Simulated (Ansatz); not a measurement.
**Mo in Ansatz: convergence with k mesh**

The system is Mo.

```xyz
1
Lattice="2.8245 -0.0181 -0.0484 -1.4279 2.3175 0.0146 -0.0452 -0.0104 2.5373" Properties=species:S:1:pos:R:3 pbc="T T T"
Mo   -0.0226   -0.0052    1.2687
```

This isn't the form of Mo at room conditions, which is bcc.

| Quantity | Value |
| --- | --- |
| Program | Ansatz 0.2.0 |
| Task | convergence study |
| Functional | PBEsol |
| Potentials or basis | Ansatz PAW |
| Cutoff | 420 eV (not typed: the program's choice for these potentials) |
| k mesh | 3 × 4 × 3 |
| Occupations | fermi-dirac, width 0.1 eV |
| Spin | no spin polarisation |

These are the settings of the first run; the series varies k mesh, with any setting tied to it.

Hardware: 2 threads of Intel(R) Xeon(R) Platinum 8259CL CPU @ 2.50GHz (Skylake/Cascade Lake), on a shared host.

```tsv
k mesh	energy less the tightest run, at zero smearing (meV/atom)	pressure (GPa)	SCF cycles	CPU time (s)	peak memory (GiB)
3 × 4 × 3	319.29	-2.18	6	0.68	0.31
4 × 4 × 4	448.27	2.24	6	1	0.32
5 × 5 × 5	-35.21	-1.03	6	1.2	0.29
6 × 7 × 6	-85.03	-5.04	6	2	0.33
8 × 8 × 8	51.90	-3.36	6	3.9	0.38
10 × 10 × 9	-6.17	-2.79	6	5.6	0.42
12 × 13 × 12	9.95	-3.57	6	11	0.51
15 × 16 × 14	-7.06	-3.50	6	20	0.64
18 × 19 × 17	0.00	-3.32	6	37	0.86
```

Not settled before the last step: the energy (to 1 meV/atom), the pressure (to 0.1 GPa). Meshes of other sizes hit other points, so gaps and Fermi surfaces needn't settle smoothly. The tightest run that finished is the yardstick and may itself not be fully converged.

Caveat, for the tightest run too: the PAW data sets come from PBE, with cores solved anew for the run's functional, which leaves a small shift of forces and pressure.
